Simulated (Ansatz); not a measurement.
The system is Sn.

```
Sn
1.0
    -2.94014    2.94014    1.59930
     2.94014   -2.94014    1.59930
     2.94014    2.94014   -1.59930
Sn
2
Direct
  0.00000 0.00000 0.00000
  0.75000 0.25000 0.50000
```

- Program: Ansatz 0.2.0
- Task: relaxation of cell and atoms
- Functional: HF
- Potentials or basis: Ansatz PAW
- Cutoff: 420 eV (not typed: the program's choice for these potentials)
- k mesh: 5 × 5 × 5
- Occupations: fermi-dirac, width 0.05 eV
- Spin: no spin polarisation

At the start: volume 27.65 Å³/atom.

**Question.** Where does the relaxation end?

**Answer.** It ends after 6 steps and the volume is 29.03 Å³/atom (+5.0 %); space group I4_1/amd (No. 141, to 0.05 Å).

The path:
```csv
step,energy change (eV),largest force (eV/Å),volume (Å³)
1,0.0000,0.0000,55.30
2,-0.0381,0.0000,60.00
3,-0.0530,0.0000,58.45
4,-0.0535,0.0000,57.98
5,-0.0535,0.0000,58.06
6,-0.0546,0.0000,58.06
```

Final structure:
```xyz
2
Lattice="-3.0320 3.0320 1.5789 3.0320 -3.0320 1.5789 3.0320 3.0320 -1.5789" Properties=species:S:1:pos:R:3 pbc="T T T"
Sn    0.0000    0.0000    0.0000
Sn    0.0000    3.0320    0.7895
```

Caveat: the k mesh is coarse (spacing up to 0.45 Å⁻¹), so the values aren't converged, least of all with exact exchange; the plane-wave basis is chosen anew once the cell has moved, so the energies of steps on either side of that aren't comparable; the PAW data sets come from PBE, with cores solved anew for the run's functional, which leaves a small shift of forces and pressure.
